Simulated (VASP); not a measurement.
```
BeO
1.0
    1.35000    -2.33827     0.00000
    1.35000     2.33827     0.00000
    0.00000     0.00000     4.38000
Be O
2 2
Direct
  0.66667   0.33333   0.50000
  0.33333   0.66667   0.00000
  0.66667   0.33333   0.87800
  0.33333   0.66667   0.37800
```

Computed with PBE GGA, VASP's PBE PAW potentials (set 64) (plane waves; VASP). Numerical set-up: 520 eV cut-off, 2×2×1 Γ-centred mesh, Gaussian smearing of 0.050 eV, potentials Be O.

Q: Give the force on each atom (eV/Å).

A: 
| atom | Fx | Fy | Fz |
|---|---|---|---|
| Be1 | 0.000 | 0.000 | -0.798 |
| Be2 | 0.000 | 0.000 | -0.798 |
| O3 | 0.000 | 0.000 | 0.798 |
| O4 | 0.000 | 0.000 | 0.798 |

Q: Give the stress tensor in GPa (positive for a compressed cell).

A: 
```
 14.89    0.00    0.00
  0.00   14.89    0.00
  0.00    0.00  -12.62
```
The pressure is its mean diagonal, 5.72 GPa.

The compound is BeO in the wurtzite structure. The cell was not relaxed at this level. The k-mesh is coarse (spacing up to 1.43 per Å, 2π included), so the numbers may not be converged in it. The run is one of a series of settings (KPOINTS 2×2×1 Γ-centred mesh against the base run), some of them coarse on purpose.
